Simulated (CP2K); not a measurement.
Runs of CP2K 2026.2 on MgB2. All rows change the cell; the cell of one of them follows. The structure is hexagonal, space group P6/mmm (No. 191). The conventional cell has a = 3.085 Å, b = 3.085 Å, c = 3.734 Å, α = 90.00°, β = 90.00°, γ = 120.00°. Mg (site symmetry 6/mmm) has 12 B at 2.58 Å as nearest neighbours. B (site symmetry -6m2) has 3 B at 1.78 Å as nearest neighbours. 

| cell | gap on the mesh (eV) | pressure (GPa) |
| --- | --- | --- |
| strain_c = 0.06 | none | -5.6 |
| strain_c = -0.02 | none | 2.5 |
| strain_c = 0.02 | none | -1.9 |
| strain_c = 0 | none | 0.2 |
| strain_c = -0.04 | none | (b) |
| strain_c = 0.04 | none | (a) |

Alike in all rows: task atomic charges; level PBE; potentials or basis POTENTIAL_UZH Mg GTH-PBE-q10, B GTH-PBE-q3; TZVP-MOLOPT-PBE-GTH basis; no spin polarisation; k mesh 10 × 10 × 8; smearing fermi-dirac 0.05 eV.

Task: Fill in the values left out.

Result: (a) -3.9; (b) 5.1.

Caveats: the basis of atomic orbitals isn't converged, which shifts pressures, moduli and gaps.

A gap of «none» marks a metal or a gap under the smearing width.
